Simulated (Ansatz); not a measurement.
## Ir under changes of volume

One of the cells (14.059 Å³/atom); the others are scaled copies at fixed shape and fractional positions:

```
CELL_PARAMETERS angstrom
0.00000 1.91560 1.91560
1.91560 0.00000 1.91560
1.91560 1.91560 0.00000
ATOMIC_POSITIONS crystal
Ir 0.00000 0.00000 0.00000
```

| Item | Value |
| --- | --- |
| Program | Ansatz 0.2.0 |
| Functional | PBE |
| Potentials or basis | Ansatz PAW |
| Cutoff | 420 eV (not typed: the program's choice for these potentials) |
| k mesh | 12 × 12 × 12 |
| Occupations | fermi-dirac, width 0.05 eV |
| Spin | no spin polarisation |

```tsv
volume (Å³/atom)	energy over the lowest point (meV/atom)	pressure (GPa)
13.215	143.29	40.3
13.496	82.42	29.4
13.778	39.55	19.7
14.059	?	?
14.340	0.01	3.5
14.621	0.00	-3.3
14.902	11.20	-9.3
```

Problem. What does the run at 14.059 Å³/atom give?

Solution. Energy over the lowest point 12.67 meV/atom; pressure 11.2 GPa.

Worked out: A Birch-Murnaghan fit of order 3 (a polynomial in V^(-2/3)) to the other rows has its minimum at 14.48 Å³/atom with B0 = V·E''(V) = 349 GPa and B' = 5.0. It gives 12.67 meV/atom at 14.059 Å³/atom, against the run's 12.67, and -dE/dV = 11.1 GPa, against 11.2.

Energies are extrapolated to zero smearing.
